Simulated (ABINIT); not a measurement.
Here is an ABINIT 10.8.3 (patched build) calculation.

File run.abi:

```
ndtset 7
getwfk -1
scalecart1 3*0.9795861087
scalecart2 3*0.9864848297
scalecart3 3*0.9932883884
scalecart4 3*1.0000000000
scalecart5 3*1.0066227096
scalecart6 3*1.0131594038
scalecart7 3*1.0196128224

pp_dirpath "./"
pseudos "Te.GGA_PBE-JTH.xml, Sn.GGA_PBE-JTH.xml"

acell 3*1.0
rprim
     0.0000000000     6.8240769360     6.8240769360
     6.8240769360     0.0000000000     6.8240769360
     6.8240769360     6.8240769360     0.0000000000
ntypat 2
znucl 52 50
natom 2
typat 1 2
xred
     0.2500000000     0.2500000000     0.2500000000
     0.0000000000     0.0000000000     0.0000000000

ecut 707.496042 eV
pawecutdg 48.0
pawxcdev 0

kptopt 1
ngkpt 7 7 7
nshiftk 1
shiftk 0.0 0.0 0.0

ixc -120135

nband 14
occopt 3
tsmear 0.05 eV

nstep 100
tolvrs 1.0e-9

iomode 3
prtwf 1
prtden 0
prteig 0
prtebands 0
enunit 1
```

Potentials or basis: JTH PAW PBE v2.0.

The run is started by

```sh
$ abinit run.abi > log 2>&1
```

Q: Predict the equilibrium volume.

A: 45.35 Å³/atom (rough: see the caveat).

Q: Estimate the bulk modulus.

A: 24 GPa (rough).

Energy against volume, from the lowest point:
```tsv
volume (Å³/atom)	energy (meV/atom)
44.265	1.99
45.207	0.00
46.149	1.16
47.091	4.75
48.033	11.26
48.974	20.18
49.916	31.30
```

Caveat: pressures at fixed basis lie under the slope of the energies; the fit is doubtful: noisy points or a state that changes with volume; the PAW data sets were made with another functional, which shifts forces and pressure a little. Spin-orbit coupling is left out, which matters for the levels of Te.
